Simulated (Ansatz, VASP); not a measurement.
This is a calculation of ZrB2 for VASP 6.6.1.

The input INCAR:

```
PREC = Accurate
ENCUT = 520
EDIFF = 1E-7
ISMEAR = -1
SIGMA = 0.05
LREAL = F
LASPH = T
NELM = 80
ALGO = Normal
ISIF = 2
LWAVE = F
LCHARG = F
GGA = PE
NBANDS = 16
```

The input KPOINTS:

```
Automatic mesh
0
Gamma
  10 10 8
```

File POSCAR:

```
ZrB2
1.0
    3.1909939893      0.0000000000      0.0000000000
   -1.5954969947      2.7634818581      0.0000000000
    0.0000000000      0.0000000000      3.5563980329
Zr B
1 2
Direct
    0.0000000000      0.0000000000      0.0000000000
    0.6666666667      0.3333333333      0.5000000000
    0.3333333333      0.6666666667      0.5000000000
```

Potentials or basis: VASP PAW PBE potentials, release 64 (Zr_sv, B).

Launch:

```sh
$ cat potpaw_PBE.64/Zr_sv/POTCAR potpaw_PBE.64/B/POTCAR > POTCAR
$ mpirun -np 1 vasp_std > vasp.out
```

**Question.** Set up the same calculation for Ansatz 0.2.0. Potentials there: Ansatz PAW.

**Answer.** As run (the cutoff follows the program's own potentials):

The input input.yaml:

```yaml
crystal:
  lattice:
    - [3.1909939893, 0.0, 0.0]
    - [-1.5954969947, 2.7634818581, 0.0]
    - [0.0, 0.0, 3.5563980329]
  atoms:
    - { symbol: Zr, position: [0.0, 0.0, 0.0] }
    - { symbol: B, position: [0.6666666667, 0.3333333333, 0.5] }
    - { symbol: B, position: [0.3333333333, 0.6666666667, 0.5] }
hamiltonian:
  xc: pbe
  pseudopotentials: { kind: paw }
kpoints:
  mp_grid: { grid: [10, 10, 8] }
scf:
  occupations: { method: fermi_dirac, width: 0.05 }
output:
  forces: true
  stress: true
  eigenvalues: true
```

Potentials or basis: Ansatz PAW.

Command:

```bash
$ ansatz run input.yaml --threads 1 --pin off --max-ram 3584MiB --backend cpu --events-out ev --progress --plain --runs-dir out
```

Both were run:

|  | VASP | Ansatz | Ansatz less VASP |
| --- | --- | --- | --- |
| gap on the k mesh at the Fermi level (eV) | none | none | - |
| pressure (GPa) | -3.7 | -3.8 | -0.13 |
| largest component of the traceless stress (GPa) | 1.04 | 1.01 | -0.038 |

A gap of «none» marks a metal or a gap that the smearing closes. The functional is the same, so the differences come from potentials, cutoffs and numerics.
